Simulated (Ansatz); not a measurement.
Steps from a short run of molecular dynamics on a 1×1×1 supercell (4 atoms) of CSi (ordering on diamond), relaxed with r2SCAN; forces from r2SCAN in the plane-wave code Ansatz, 6×6×6 mesh, Fermi-Dirac smearing of 0.146 eV, constant energy and volume (NVE), started at 1700 K. Computed, non-magnetic; the trajectory is short and the cell small, so nothing here is a converged average. The structure comes from a prototype and may be hypothetical.

Cell vectors in Å:
```
 1.5416  0.8900  5.3212
-1.5416  0.8900  5.3212
 0.0000 -1.7801  5.3212
```

Q: At 3 fs positions (Å), velocities (Å/fs) and forces (eV/Å) are
```
C  -0.0349  0.0422  7.1802   -0.0111  0.0130  0.0031    0.6453 -1.1155 -0.0137
Si  0.0200  0.0152 14.7782    0.0065  0.0047  0.0014   -0.4088 -0.8204  0.0619
Si -0.0057 -0.0216  1.1658   -0.0021 -0.0068 -0.0077   -0.5357  1.0234  0.7757
C   0.0016 -0.0273  8.8295    0.0008 -0.0083  0.0114    0.2992  0.9125 -0.8239
```
Where are the atoms one step (1.5 fs) later, and what forces do they feel?

A:
```
C  -0.0509  0.0608  7.1848    0.9630 -1.5105  0.0060
Si  0.0296  0.0220 14.7804   -0.6337 -1.1741  0.0880
Si -0.0091 -0.0314  1.1547   -0.7963  1.3736  1.0963
C   0.0031 -0.0388  8.8459    0.4670  1.3110 -1.1903
```
The temperature goes from 1464.9 to 1215.8 K.

Q: At 21 fs positions (Å), velocities (Å/fs) and forces (eV/Å) are
```
C  -0.0750  0.0406  7.2189    0.0045 -0.0126 -0.0017    0.0002 -1.0902 -1.0391
Si  0.0887  0.0206 14.8001    0.0016 -0.0029 -0.0002   -0.1849  0.1725 -0.8580
Si -0.0946 -0.0525  1.1268   -0.0064  0.0032  0.0053    0.5573  1.1521  2.4114
C   0.0886  0.0340  8.8308    0.0066  0.0119 -0.0102   -0.3726 -0.2345 -0.5144
```
Where are the atoms one step (1.5 fs) later, and what forces do they feel?

A:
```
C  -0.0682  0.0207  7.2154   -0.2656 -0.8090 -1.0695
Si  0.0911  0.0163 14.7995   -0.0986  0.5808 -0.8786
Si -0.1039 -0.0472  1.1356    0.8319  0.9352  2.1352
C   0.0982  0.0516  8.8150   -0.4677 -0.7070 -0.1871
```
The temperature goes from 1092.9 to 1176.3 K.

Q: At 24 fs positions (Å), velocities (Å/fs) and forces (eV/Å) are
```
C  -0.0620 -0.0006  7.2100    0.0039 -0.0145 -0.0042   -0.4947 -0.4801 -1.0173
Si  0.0934  0.0124 14.7983    0.0015 -0.0024 -0.0010   -0.0469  0.9491 -0.8541
Si -0.1126 -0.0412  1.1461   -0.0055  0.0042  0.0074    1.0700  0.6656  1.7632
C   0.1069  0.0680  8.7989    0.0055  0.0102 -0.0107   -0.5284 -1.1346  0.1083
```
Where are the atoms one step (1.5 fs) later, and what forces do they feel?

A:
```
C  -0.0567 -0.0228  7.2027   -0.6811 -0.0733 -0.8716
Si  0.0957  0.0092 14.7964   -0.0249  1.2642 -0.7907
Si -0.1205 -0.0347  1.1579    1.2648  0.3157  1.3034
C   0.1147  0.0823  8.7830   -0.5589 -1.5066  0.3590
```
The temperature goes from 1210.3 to 1193.0 K.
